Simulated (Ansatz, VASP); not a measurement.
# CoSi2 (pbesol): VASP beside Ansatz

```
Co Si
1.0
     0.00000    2.65624    2.65624
     2.65624    0.00000    2.65624
     2.65624    2.65624    0.00000
Co Si
1 2
Cartesian
  0.0000 0.0000 0.0000
  1.3281 1.3281 1.3281
  3.9844 3.9844 3.9844
```

Alike in both runs: functional PBEsol; k mesh 14 × 14 × 14; occupations gaussian, width 0.1 eV; no spin polarisation.

Ansatz relaxed the structure, and its values are those at the end. VASP's run is a single point on that final structure, the one shown.

|  | VASP | Ansatz |
| --- | --- | --- |
| version | VASP 6.6.1 | Ansatz 0.2.0 |
| potentials or method | VASP PAW PBE potentials, release 64 (Co, Si) | scalar-relativistic, plane waves, PAW |
| plane-wave cutoff (eV) | 520 | 420 |
| valence electrons in the cell | 17 | 25 |

```csv
,VASP,Ansatz,Ansatz less VASP
gap on the k mesh at the Fermi level (eV),none,none,-
pressure (GPa),0.3,0.0,-0.35
```

A gap of «none» marks a metal or a gap that the smearing closes. The functional is the same, so the differences come from potentials, cutoffs and numerics. The two sets of potentials don't hold the same shells in valence.

Caveats: the PAW data sets were made with another functional, which shifts forces and pressure a little (VASP). Spin polarisation is off, so any magnetic state and its effect on volume and gap are missing.
